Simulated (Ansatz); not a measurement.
# Pd: energy change per atom and pressure as volume scale varies

Plane-wave DFT, scalar-relativistic PAW made under PBE with cores redone for the functional, no dispersion; the given relaxed cell is scaled uniformly, energy at zero smearing counts from the unscaled cell, pressure at the given Fermi-Dirac smearing is positive in compression. The results are calculated, by Ansatz 0.2.0.

The cell before it is scaled or strained (space group Fd-3m, No. 227):
```
CELL_PARAMETERS angstrom
0.00000 2.93540 2.93540
2.93540 0.00000 2.93540
2.93540 2.93540 0.00000
ATOMIC_POSITIONS crystal
Pd 0.12500 0.12500 0.12500
Pd 0.87500 0.87500 0.87500
```

Settings of every row: spin polarised yes; functional revPBE; wave cutoff 420 eV; smearing width 0.05 eV; k mesh 11x11x11.

Atom:
```
element  starting moment (Bohr magneton)
     Pd                             0.45
     Pd                             0.45
```

Limits: search for a lower magnetic state is off; the cell comes from a prototype or a list of computed structures and needn't be the stable phase.

```
row  volume scale  V (Å³/atom)  energy change per atom (meV)  pressure (GPa)  largest site moment (Bohr magneton)
  1          0.88       22.258                            86           10.47                                 0.48
  2          0.92        23.27                             ?               ?                                    ?
  3          0.96       24.281                          7.66            2.69                                 0.46
  4          1.04       26.305                          7.33           -2.05                                 0.45
  5          1.08       27.317                         25.92            -3.6                                 0.44
  6          1.12       28.328                         52.95           -4.78                                 0.42
```

Question: what energy change per atom and pressure should row 2 give?

Worked fit of energy change per atom. Take u = (V_r/V)^(2/3) − 1 with V_r = 26.305 Å³ an atom, which is twice the finite (Eulerian) strain; such expansions in the strain, on which the Birch-Murnaghan equation of state is built, carry the rest volume and the bulk modulus. The shown rows have u = 0.11781, 0.05483, 0, -0.02485, -0.04819. Least squares give energy change per atom = 6.443 − 502.777 × u + 9973.06 × u² meV; a straight line predicts inner rows, each left out in turn, worse (root mean square 34 against 2 meV). The rows lie off it by 0.37, -1.20, 0.89, 0.82, -0.88 (root mean square 0.87 meV). The withheld row has u = 0.08516, so the fit gives 6.443 − 502.777 × (0.08516) + 9973.06 × (0.08516)² = 35.95 meV.

The calculation gave 34.68 meV. The fit lies 1.27 meV (3.7 % of the value, 1.6 % of the column's range) above it; its largest miss of a shown row is 1.20 meV.

Worked fit of pressure. Take u = (V_r/V)^(2/3) − 1 with V_r = 26.305 Å³ an atom, which is twice the finite (Eulerian) strain; such expansions in the strain, on which the Birch-Murnaghan equation of state is built, carry the rest volume and the bulk modulus. The shown rows have u = 0.11781, 0.05483, 0, -0.02485, -0.04819. Least squares give pressure = −2.064 + 70.516 × u + 303.88 × u² GPa; a straight line predicts inner rows, each left out in turn, worse (root mean square 1 against 0.046 GPa). The rows lie off it by 0.01, -0.03, 0.01, 0.03, -0.02. The pressure vanishes at u = 0.0263, or V = 25.3 Å³ an atom, and there the bulk modulus at fixed shape and fractions is B = −V dP/dV = (2/3)(1 + u) dP/du = 59.2 GPa. The withheld row has u = 0.08516, so the fit gives −2.064 + 70.516 × (0.08516) + 303.88 × (0.08516)² = 6.14 GPa.

The calculation gave 6.11 GPa. The fit lies 0.03 GPa (0.2 % of the column's range) above it; its largest miss of a shown row is 0.03 GPa.

The other values of row 2: largest site moment 0.47 Bohr magneton.
